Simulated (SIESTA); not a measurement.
Al: equation of state with PBEsol

Crystal: Al.

```
CELL_PARAMETERS angstrom
-1.59122 1.59122 1.59122
1.59122 -1.59122 1.59122
1.59122 1.59122 -1.59122
ATOMIC_POSITIONS crystal
Al 0.00000 0.00000 0.00000
```

This isn't the form of Al at room conditions, which is fcc.

* Program: SIESTA 5.4.2
* Task: equation of state
* Functional: PBEsol
* Potentials or basis: PseudoDojo 0.4 standard (PBEsol files)
* Basis: DZP (energy shift 0.003 Ry)
* Grid cutoff: 500 Ry
* Energy shift: 0.003 Ry
* k mesh: 12 × 12 × 12
* Occupations: fermi-dirac, width 0.05 eV
* Spin: no spin polarisation

| Property | Result |
| --- | --- |
| Equilibrium volume | 16.63 Å³/atom |
| Bulk modulus | 77 GPa |
| Pressure derivative of the bulk modulus | 4.3 |

Energy against volume, from the lowest point:
```
volume (Å³/atom)  energy (meV/atom)
          15.149              36.89
          15.471              21.62
          15.793              10.73
          16.116               3.72
          16.438               0.27
          16.760               0.00
          17.083               2.62
```

All runs of the series together: 2.7 min on 1 thread of Intel(R) Xeon(R) 6975P-C (Granite Rapids), with other jobs on the host.

Caveat: the basis of atomic orbitals isn't converged, which shifts pressures, moduli and gaps.
